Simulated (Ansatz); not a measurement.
# LiCl and its competing phases

Level of theory: DFT PBE, scalar-relativistic, plane waves, PAW in Ansatz. All cells share a 420 eV cutoff and Γ-centred k meshes spaced at most about 0.3 Å⁻¹ (2π included). No spin polarisation.

The zero of energy is the elements' standard structures at the same level (Cl₂ as a molecule); no fitted shifts are applied.

All energies are static (0 K, no zero-point motion).

The competitors are the elements and 1 reference phase of this chemical system (from databases or known types: LiCl), relaxed at the same level; other known phases may be missing.

The candidate was reached from: 4-connected net, two elements alternating.

```cif
data_structure
_symmetry_space_group_name_H-M 'F-43m'
_symmetry_Int_Tables_number 216
_cell_length_a 5.5157
_cell_length_b 5.5157
_cell_length_c 5.5157
_cell_angle_alpha 90.000
_cell_angle_beta 90.000
_cell_angle_gamma 90.000
_cell_volume 167.80
loop_
_atom_site_label
_atom_site_type_symbol
_atom_site_symmetry_multiplicity
_atom_site_Wyckoff_symbol
_atom_site_fract_x
_atom_site_fract_y
_atom_site_fract_z
_atom_site_occupancy
Li1 Li 4 a 0.00000 0.00000 0.00000 1
Cl1 Cl 4 c 0.25000 0.25000 0.25000 1
```

Q: Is it stable, and against what?

A: Too close to call. Its formation energy is -1.873 eV/atom. The lowest competing phase at this composition is this:

```tsv
phase	space group	source	share of atoms	ΔE_f (eV/atom)
LiCl	P6_3mc (No. 186)	Materials Project	1.0000	-1.878
```

The candidate lies level with this phase within the noise. The candidate matches no cell in the subsets of the Crystallography Open Database and the Materials Project at hand. Checks: no imaginary mode on a 4×4×4 q mesh. The Crystallography Open Database lists this formula in another space group (No. 225). It has the zinc blende type.
